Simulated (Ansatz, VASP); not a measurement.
**Cross-check of GaP between VASP and Ansatz**

One calculation is typed for both programs; each brings its own data sets. How far apart do they land? The cell is taken from a series of runs on this material, whose earlier steps may have relaxed, scaled, displaced or heated it; both programs get it as it stands.

Main program and level: Ansatz 0.2.0; plane waves, with VASP 6.6.1 beside it; zone-centre phonons at LDA.

## Step 1: Set-up

The structure is tetragonal, space group I-4m2 (No. 119). Conventional cell: a = 3.779 Å, b = 3.779 Å, c = 5.553 Å, α = 90.00°, β = 90.00°, γ = 90.00°. P has 4 Ga at 2.34 Å nearest. Ga has 4 P at 2.34 Å nearest. Farther neighbours are not listed.

## Step 2: VASP: zone-centre phonons, LDA

Second derivatives magnify differences that forces hide, and they need a tight electronic threshold.

Lines of VASP's logs that name or quote its potential files are left out, and so is its time.

INCAR reads:

```
SYSTEM = GaP
PREC = Accurate
ENCUT = 500
EDIFF = 1E-08
NELM = 120
ISMEAR = 0
SIGMA = 0.01
LREAL = .FALSE.
ALGO = Normal
GGA = CA
NBANDS = 15
LORBIT = 11
LWAVE = .FALSE.
LCHARG = .FALSE.
ISIF = 2
IBRION = 8
LEPSILON = .TRUE.
LASPH = .TRUE.
GGA_COMPAT = .FALSE.
EFERMI = MIDGAP
KPAR = 2
```

POSCAR reads:

```
GaP
1.0
    0.0000000000      2.6719932457      2.7765768624
    2.6719932457      0.0000000000      2.7765768624
    2.6719932457      2.6719932457      0.0000000000
P Ga
1 1
Direct
    0.7500000000      0.7500000000      0.7500000000
    0.0000000000      0.0000000000      0.0000000000
```

KPOINTS reads:

```
Automatic mesh
0
Gamma
12 12 12
0 0 0
```

PAW data sets: P and Ga_d (LDA family, release 64).

The run is started by

```console
mpirun -np 2 vasp_std
```

Numbers of over 12 decimals in the logs are rounded to 6 here.

The program printed:

```text
[banner, memory and clock lines left out]
running    2 mpi-ranks, on    1 nodes
 distrk:  each k-point on    1 cores,    2 groups
 distr:  one band on    1 cores,    1 groups

 POSCAR found type information on POSCAR P Ga
 POSCAR found :  2 types and       2 ions
 LDA part: xc-table for (Slater(with rela. corr.)+CA(PZ))
 , standard interpolation
 POSCAR, INCAR and KPOINTS ok, starting setup
 FFT: planning ... GRIDC
 FFT: planning ... GRID_SOFT
 FFT: planning ... GRID
 WAVECAR not read
 entering main loop
       N       E                     dE             d eps       ncg     rms          rms(c)
DAV:   1     0.776193660863E+02    0.77619E+02   -0.89496E+03  5032   0.170E+03
DAV:   2    -0.461145634681E+01   -0.82231E+02   -0.78900E+02  5471   0.312E+02
DAV:   3    -0.106674050449E+02   -0.60559E+01   -0.60327E+01  6136   0.684E+01
DAV:   4    -0.107681647125E+02   -0.10076E+00   -0.10073E+00  6007   0.951E+00
DAV:   5    -0.107703030256E+02   -0.21383E-02   -0.21381E-02  6381   0.121E+00    0.442E+00
DAV:   6    -0.104960540467E+02    0.27425E+00   -0.38630E-01  7627   0.112E+01    0.285E+00
DAV:   7    -0.104470196414E+02    0.49034E-01   -0.90364E-02  6468   0.220E+00    0.106E+00
DAV:   8    -0.104423372867E+02    0.46824E-02   -0.12021E-02  6180   0.127E+00    0.201E-01
DAV:   9    -0.104423042087E+02    0.33078E-04   -0.10292E-03  7347   0.419E-01    0.628E-02
DAV:  10    -0.104423025139E+02    0.16948E-05   -0.50479E-05  7499   0.865E-02    0.249E-02
DAV:  11    -0.104423085916E+02   -0.60778E-05   -0.85799E-06  6216   0.436E-02    0.738E-03
DAV:  12    -0.104423083966E+02    0.19503E-06   -0.50105E-07  6225   0.763E-03    0.495E-03
DAV:  13    -0.104423083715E+02    0.25139E-07   -0.20415E-07  6367   0.455E-03    0.912E-04
DAV:  14    -0.104423083707E+02    0.73896E-09   -0.92180E-09  4233   0.117E-03
   1 F= -.10442308E+02 E0= -.10442308E+02  d E =0.000000E+00
 Linear response reoptimize wavefunctions to high precision
DAV:   1    -0.104423083708E+02   -0.74124E-10   -0.17532E-09  4927   0.406E-04
DAV:   2    -0.104423083708E+02   -0.21828E-10   -0.24563E-10  3208   0.151E-04
 Linear response G [H, r] |phi>, progress :
  Direction:   1
       N       E                     dE             d eps       ncg     rms
RMM:   1    -0.397000154272E+02   -0.39700E+02    0.17262E+02  5691   0.236E+02
RMM:   2    -0.476818145072E+02   -0.79818E+01   -0.21367E+01 10164   0.351E+01
RMM:   3    -0.486045135112E+02   -0.92270E+00   -0.21254E+00 10238   0.856E+00
RMM:   4    -0.486221572973E+02   -0.17644E-01   -0.16903E-01 10651   0.228E+00
RMM:   5    -0.486191249471E+02    0.30324E-02   -0.74604E-03 10697   0.590E-01
RMM:   6    -0.486192799483E+02   -0.15500E-03   -0.57845E-06 10778   0.198E-01
RMM:   7    -0.486194301993E+02   -0.15025E-03   -0.58943E-04 10845   0.730E-02
RMM:   8    -0.486194602045E+02   -0.30005E-04   -0.73035E-04 10882   0.296E-02
RMM:   9    -0.486194499405E+02    0.10264E-04   -0.59540E-04 10792   0.127E-02
RMM:  10    -0.486194251221E+02    0.24818E-04   -0.34067E-04 10778   0.594E-03
RMM:  11    -0.486194748592E+02   -0.49737E-04   -0.83698E-04  9674   0.303E-03
RMM:  12    -0.486193867727E+02    0.88086E-04    0.44747E-05  8378   0.167E-03
RMM:  13    -0.486194047800E+02   -0.18007E-04   -0.13535E-04  6859   0.110E-03
RMM:  14    -0.486194027402E+02    0.20398E-05   -0.11494E-04  5836   0.792E-04
RMM:  15    -0.486194028745E+02   -0.13432E-06   -0.11623E-04  5303   0.693E-04
RMM:  16    -0.486194032305E+02   -0.35598E-06   -0.11964E-04  5059   0.624E-04
RMM:  17    -0.486194031646E+02    0.65956E-07   -0.11833E-04  4879   0.612E-04
RMM:  18    -0.486194032539E+02   -0.89392E-07   -0.11659E-04  4697   0.580E-04
RMM:  19    -0.486194031159E+02    0.13802E-06   -0.10547E-04  4498   0.592E-04
 Linear response G [H, r] |phi>, progress :
  Direction:   2
       N       E                     dE             d eps       ncg     rms
RMM:   1    -0.376178430596E+02   -0.37618E+02    0.17173E+02  5711   0.233E+02
RMM:   2    -0.430537040827E+02   -0.54359E+01   -0.18893E+01 10068   0.340E+01
RMM:   3    -0.440288294122E+02   -0.97513E+00   -0.18968E+00 10146   0.840E+00
RMM:   4    -0.440540494811E+02   -0.25220E-01   -0.14120E-01 10573   0.229E+00
RMM:   5    -0.440538037128E+02    0.24577E-03   -0.60352E-04 10669   0.604E-01
RMM:   6    -0.440546625840E+02   -0.85887E-03    0.10118E-03 10796   0.202E-01
RMM:   7    -0.440547650244E+02   -0.10244E-03    0.98866E-04 10858   0.746E-02
RMM:   8    -0.440550048658E+02   -0.23984E-03   -0.12151E-03 10913   0.309E-02
RMM:   9    -0.440548157122E+02    0.18915E-03    0.71197E-04 10844   0.136E-02
RMM:  10    -0.440549382602E+02   -0.12255E-03   -0.50443E-04 10774   0.648E-03
RMM:  11    -0.440547983547E+02    0.13991E-03    0.89730E-04  9713   0.322E-03
RMM:  12    -0.440549030667E+02   -0.10471E-03   -0.14960E-04  8405   0.170E-03
RMM:  13    -0.440548918248E+02    0.11242E-04   -0.36992E-05  6804   0.102E-03
[...]
RMM:   5    -0.112147220716E+01   -0.67016E-02   -0.16510E-03 30029   0.267E-01    0.363E-02
RMM:   6    -0.112466842459E+01   -0.31962E-02   -0.21494E-04 30036   0.871E-02    0.273E-02
RMM:   7    -0.112472408887E+01   -0.55664E-04   -0.34621E-05 29660   0.314E-02    0.259E-03
RMM:   8    -0.112488066541E+01   -0.15658E-03   -0.10572E-05 30535   0.104E-02    0.842E-04
[...]
RMM:   9    -0.116533711559E+01    0.28435E-04    0.14927E-08 17851   0.434E-03    0.318E-04
RMM:  10    -0.116533620872E+01    0.90687E-06    0.12688E-07 17742   0.166E-03    0.120E-04
RMM:  11    -0.116533251412E+01    0.36946E-05    0.73053E-08 17369   0.680E-04    0.749E-05
RMM:  12    -0.116533125590E+01    0.12582E-05    0.16680E-08 14020   0.265E-04    0.227E-05
RMM:  13    -0.116533108379E+01    0.17211E-06    0.51642E-09  7720   0.120E-04    0.130E-05
RMM:  14    -0.116533091288E+01    0.17091E-06   -0.78313E-10  6096   0.719E-05    0.235E-06
 change of polarisation eV/A/(eV/A) component  3 :     0.817     0.185     2.208
 dielectric tensor                  component  3 :     3.728     0.845    11.079
 Linear response DOF=           4
 Linear response progress:
  Degree of freedom:   1/  4
       N       E                     dE             d eps       ncg     rms          rms(c)
RMM:   1    -0.508651478061E-01   -0.50865E-01    0.30454E-03 33750   0.179E+00
RMM:   2    -0.472280061115E-01    0.36371E-02   -0.60611E-03 26010   0.538E-01    0.119E-01
RMM:   3    -0.472475916601E-01   -0.19586E-04   -0.50796E-04 28920   0.174E-01    0.580E-02
RMM:   4    -0.474976536803E-01   -0.25006E-03   -0.69762E-05 28211   0.638E-02    0.111E-02
RMM:   5    -0.475123812004E-01   -0.14728E-04   -0.79327E-06 30254   0.218E-02    0.688E-03
RMM:   6    -0.474957746316E-01    0.16607E-04   -0.16291E-06 28248   0.789E-03    0.365E-03
RMM:   7    -0.474967063236E-01   -0.93169E-06   -0.21130E-07 29987   0.306E-03    0.873E-04
RMM:   8    -0.474946541890E-01    0.20521E-05   -0.15413E-08 29070   0.103E-03    0.141E-04
RMM:   9    -0.474943534036E-01    0.30079E-06    0.13379E-08 29998   0.308E-04    0.212E-05
RMM:  10    -0.474944085159E-01   -0.55112E-07   -0.32927E-08 28836   0.112E-04    0.752E-06
RMM:  11    -0.474944023383E-01    0.61775E-08   -0.20281E-08 29995   0.470E-05    0.649E-06
 first order change of Fermi-energy   0.36456E-04
 force on displaced ion       1 direction 1 : -10.118   0.000  -0.000
 Born effective charge ion    1 direction 1 :  -2.042   0.000   0.000
 Linear response progress:
  Degree of freedom:   2/  4
       N       E                     dE             d eps       ncg     rms          rms(c)
RMM:   1    -0.508936105213E-01   -0.50894E-01    0.80019E-03 19122   0.183E+00
RMM:   2    -0.475410331192E-01    0.33526E-02   -0.60828E-03 15338   0.536E-01    0.124E-01
RMM:   3    -0.476073663750E-01   -0.66333E-04   -0.49798E-04 16861   0.172E-01    0.605E-02
RMM:   4    -0.478805886561E-01   -0.27322E-03   -0.76686E-05 16452   0.658E-02    0.114E-02
RMM:   5    -0.478924585856E-01   -0.11870E-04   -0.87673E-06 17650   0.225E-02    0.679E-03
RMM:   6    -0.478760055491E-01    0.16453E-04   -0.14411E-06 16538   0.794E-03    0.410E-03
RMM:   7    -0.478764589798E-01   -0.45343E-06   -0.23035E-07 17470   0.303E-03    0.500E-04
RMM:   8    -0.478739319838E-01    0.25270E-05   -0.25841E-08 16850   0.975E-04    0.162E-04
RMM:   9    -0.478735437932E-01    0.38819E-06   -0.39160E-09 17538   0.302E-04    0.285E-05
RMM:  10    -0.478736609824E-01   -0.11719E-06   -0.30318E-09 16907   0.109E-04    0.342E-06
RMM:  11    -0.478736512546E-01    0.97278E-08   -0.71374E-10 17508   0.452E-05    0.538E-06
 first order change of Fermi-energy  -0.15114E+01
 force on displaced ion       1 direction 3 :  -0.000  -0.000 -10.216
 Born effective charge ion    1 direction 3 :   0.000   0.000  -2.209
 Linear response progress:
  Degree of freedom:   3/  4
       N       E                     dE             d eps       ncg     rms          rms(c)
RMM:   1    -0.166817760728E+00   -0.16682E+00    0.12626E-01 17964   0.871E+00
RMM:   2    -0.164959768904E+00    0.18580E-02   -0.27049E-02 27737   0.144E+00    0.549E-02
RMM:   3    -0.165288346561E+00   -0.32858E-03   -0.39520E-03 28958   0.429E-01    0.402E-02
RMM:   4    -0.165153733762E+00    0.13461E-03   -0.14902E-03 30608   0.172E-01    0.148E-02
RMM:   5    -0.165129994253E+00    0.23740E-04   -0.39958E-05 30468   0.411E-02    0.523E-03
RMM:   6    -0.165134014383E+00   -0.40201E-05   -0.45452E-06 30088   0.145E-02    0.791E-04
RMM:   7    -0.165133764756E+00    0.24963E-06   -0.56688E-07 30108   0.578E-03    0.146E-04
RMM:   8    -0.165133283267E+00    0.48149E-06   -0.40877E-07 30735   0.242E-03    0.429E-05
RMM:   9    -0.165133126393E+00    0.15687E-06   -0.56655E-08 30630   0.102E-03    0.174E-05
RMM:  10    -0.165133101819E+00    0.24574E-07   -0.10627E-07 30848   0.455E-04    0.131E-05
RMM:  11    -0.165133034389E+00    0.67430E-07   -0.48472E-08 30456   0.214E-04    0.478E-06
RMM:  12    -0.165133035951E+00   -0.15625E-08   -0.53411E-08 30855   0.104E-04    0.129E-06
 first order change of Fermi-energy  -0.13704E-04
 force on displaced ion       2 direction 1 : -10.122   0.000  -0.000
 Born effective charge ion    2 direction 1 :   2.029   0.000   0.000
 Linear response progress:
  Degree of freedom:   4/  4
       N       E                     dE             d eps       ncg     rms          rms(c)
RMM:   1    -0.167385625334E+00   -0.16739E+00    0.94483E-02 10563   0.848E+00
RMM:   2    -0.165336384423E+00    0.20492E-02   -0.26590E-02 16050   0.140E+00    0.566E-02
RMM:   3    -0.165595603215E+00   -0.25922E-03   -0.37362E-03 16869   0.421E-01    0.433E-02
RMM:   4    -0.165458230641E+00    0.13737E-03   -0.10342E-03 17704   0.155E-01    0.143E-02
RMM:   5    -0.165443638807E+00    0.14592E-04   -0.41173E-05 17709   0.391E-02    0.477E-03
RMM:   6    -0.165446347374E+00   -0.27086E-05   -0.62081E-06 17367   0.140E-02    0.885E-04
RMM:   7    -0.165446986963E+00   -0.63959E-06   -0.66016E-07 17567   0.572E-03    0.134E-04
RMM:   8    -0.165445808766E+00    0.11782E-05   -0.65562E-07 17614   0.242E-03    0.483E-05
RMM:   9    -0.165445575614E+00    0.23315E-06   -0.29830E-07 17803   0.100E-03    0.283E-05
RMM:  10    -0.165445400953E+00    0.17466E-06   -0.10397E-07 17654   0.447E-04    0.866E-06
RMM:  11    -0.165445432810E+00   -0.31857E-07   -0.71432E-08 17821   0.208E-04    0.334E-06
RMM:  12    -0.165445414084E+00    0.18726E-07   -0.38497E-08 17937   0.989E-05    0.206E-06
RMM:  13    -0.165445402826E+00    0.11258E-07   -0.20209E-08 17637   0.494E-05    0.625E-07
RMM:  14    -0.165445403469E+00   -0.64369E-09   -0.53238E-09 15024   0.273E-05    0.558E-07
 first order change of Fermi-energy   0.15120E+01
 force on displaced ion       2 direction 3 :   0.000   0.000 -10.191
 Born effective charge ion    2 direction 3 :   0.000   0.000   2.198
 Born effective charges drift removed
 Linear response finished
```

Parts of OUTCAR (step 2):

```text
ion  position               nearest neighbor table
   1  0.750  0.750  0.750-   2 2.34   2 2.34   2 2.34   2 2.34
   2  0.000  0.000  0.000-   1 2.34   1 2.34   1 2.34   1 2.34

  LATTYP: Found a body centered tetragonal cell.
 ALAT       =     3.7787690866
 C/A-ratio  =     1.4695668345

 Subroutine GETGRP returns: Found  8 space group operations
 (whereof  8 operations were pure point group operations)

The static configuration has the point symmetry D_2d.

 Found    163 irreducible k-points:

   k-points           NKPTS =    163   k-points in BZ     NKDIM =    163   number of bands    NBANDS=     15

   dimension x,y,z NGX =    28 NGY =   28 NGZ =   28
   dimension x,y,z NGXF=    56 NGYF=   56 NGZF=   56

   ENCUT  =  500.0 eV  36.75 Ry    6.06 a.u.   7.03  7.03  6.89*2*pi/ulx,y,z

   NELECT =      18.0000    total number of electrons

 k-points in reciprocal lattice and weights: Automatic mesh
   0.00000000  0.00000000  0.00000000       0.001
   0.08333333  0.00000000  0.00000000       0.005
   0.16666667  0.00000000  0.00000000       0.005
   0.25000000  0.00000000  0.00000000       0.005
   0.33333333 -0.00000000  0.00000000       0.005
   0.41666667  0.00000000  0.00000000       0.005
   0.50000000  0.00000000  0.00000000       0.002
   0.08333333  0.08333333  0.00000000       0.001
   0.16666667  0.08333333  0.00000000       0.005
[...]
-0.33333333  0.16666667  0.50000000       0.002
  -0.25000000  0.25000000  0.50000000       0.001

 average (electrostatic) potential at core
       1 -84.4271       2 -66.3731

  Total        0.0238127      0.0238127     -0.7702657      0.0000000      0.0000000      0.0000000
  in kB        0.9622950      0.9622950    -31.1272482      0.0000000      0.0000000      0.0000000
  external PRESSURE =      -9.7342194 kB  Pullay stress =       0.0000000 kB

  energy-cutoff  :      500.00
  volume of cell :       39.65
      direct lattice vectors                 reciprocal lattice vectors
     0.000000000  2.671993246  2.776576862    -0.187126222  0.187126222  0.180077853
     2.671993246  0.000000000  2.776576862     0.187126222 -0.187126222  0.180077853
     2.671993246  2.671993246  0.000000000     0.187126222  0.187126222 -0.180077853

 POSITION                                       TOTAL-FORCE (eV/Angst)
 -----------------------------------------------------------------------------------
      4.00799      4.00799      4.16487        -0.000000     -0.000000     -0.000000
      0.00000      0.00000      0.00000         0.000000      0.000000      0.000000
 -----------------------------------------------------------------------------------
    total drift:                               -0.000000     -0.000000     -0.000000

 MACROSCOPIC STATIC DIELECTRIC TENSOR (including local field effects in DFT)
 ------------------------------------------------------
          10.724742    -0.000000     0.000000
           0.000000    10.724742     0.000000
           0.000000     0.000000    11.079325
 ------------------------------------------------------

 PIEZOELECTRIC TENSOR (including local field effects)  for field in x, y, z        (C/m^2)
          XX          YY          ZZ          XY          YZ          ZX
  --------------------------------------------------------------------------------
  x     0.00000     0.00000     0.00000     0.00000     0.79446     0.00000
  y     0.00000    -0.00000     0.00000     0.00000     0.00000     0.79445
  z     0.00000     0.00000     0.00000     0.74075     0.00000     0.00000

 BORN EFFECTIVE CHARGES (including local field effects) (in |e|, cummulative output)
 ---------------------------------------------------------------------------------
 ion    1
    1    -2.03674     0.00000     0.00000
    2    -0.00000    -2.03674     0.00000
    3     0.00000     0.00000    -2.20341
 ion    2
    1     2.03674     0.00000     0.00000
    2     0.00000     2.03674     0.00000
    3     0.00000     0.00000     2.20341

 Eigenvectors and eigenvalues of the dynamical matrix
 ----------------------------------------------------

   1 f  =   10.785620 THz    67.768050 2PiTHz  359.769560 cm-1    44.605720 meV
             X         Y         Z           dx          dy          dz
      4.007990  4.007990  4.164865     0.000000    0.000000    0.832410
      0.000000  0.000000  0.000000    -0.000000   -0.000000   -0.554160

   2 f  =   10.738673 THz    67.473071 2PiTHz  358.203566 cm-1    44.411562 meV
             X         Y         Z           dx          dy          dz
      4.007990  4.007990  4.164865    -0.707913   -0.437242    0.000000
      0.000000  0.000000  0.000000     0.471927    0.291486   -0.000000

   3 f  =   10.738673 THz    67.473071 2PiTHz  358.203566 cm-1    44.411562 meV
             X         Y         Z           dx          dy          dz
      4.007990  4.007990  4.164865     0.437242   -0.707913    0.000000
      0.000000  0.000000  0.000000    -0.291486    0.471927   -0.000000

   4 f/i=    0.000967 THz     0.006074 2PiTHz    0.032246 cm-1     0.003998 meV
             X         Y         Z           dx          dy          dz
      4.007990  4.007990  4.164865    -0.007555   -0.554637    0.000000
      0.000000  0.000000  0.000000    -0.011332   -0.831981    0.000000

   5 f/i=    0.000967 THz     0.006074 2PiTHz    0.032246 cm-1     0.003998 meV
             X         Y         Z           dx          dy          dz
      4.007990  4.007990  4.164865    -0.554637    0.007555   -0.000000
      0.000000  0.000000  0.000000    -0.831981    0.011332   -0.000000

   6 f/i=    0.005873 THz     0.036901 2PiTHz    0.195904 cm-1     0.024289 meV
             X         Y         Z           dx          dy          dz
      4.007990  4.007990  4.164865    -0.000000   -0.000000   -0.554160
      0.000000  0.000000  0.000000    -0.000000   -0.000000   -0.832410

 MACROSCOPIC STATIC DIELECTRIC TENSOR IONIC CONTRIBUTION
 ------------------------------------------------------
           1.870845    -0.000000     0.000000
          -0.000000     1.870845     0.000000
           0.000000     0.000000     2.171679
 ------------------------------------------------------

 ELASTIC MODULI CONTR FROM IONIC RELAXATION (kBar)
 Direction    XX          YY          ZZ          XY          YZ          ZX
 --------------------------------------------------------------------------------
 XX           0.0000      0.0000      0.0000      0.0000      0.0000      0.0000
 YY           0.0000      0.0000      0.0000      0.0000      0.0000      0.0000
 ZZ           0.0000      0.0000      0.0000      0.0000      0.0000      0.0000
 XY           0.0000      0.0000      0.0000   -208.6489      0.0000      0.0000
 YZ           0.0000      0.0000      0.0000      0.0000   -216.0512      0.0000
 ZX           0.0000      0.0000      0.0000      0.0000      0.0000   -195.2811
 --------------------------------------------------------------------------------

 PIEZOELECTRIC TENSOR IONIC CONTR  for field in x, y, z        (C/m^2)
          XX          YY          ZZ          XY          YZ          ZX
  --------------------------------------------------------------------------------
  x     0.00000     0.00000     0.00000     0.00000    -0.59823     0.00000
  y     0.00000     0.00000     0.00000     0.00000     0.00000    -0.56875
  z     0.00000     0.00000     0.00000    -0.63340     0.00000     0.00000
```

The dielectric response converges more slowly with the mesh than energies do, so tensor and charges may still move on a finer one.

[end of part 1 of 2]

[Lines on the potential files, build, host, timing and source positions are cut from VASP's logs without a mark.]

[Logs are printed without paths, hosts, clocks, repeated set-up lines and the standing remarks that a program may print on its own settings, such as how far it seeks lower states.]

[Hosts, paths, dates, database ids (printed as entryN), source tags and the programs' standing remarks are cut or masked in the printed files.]
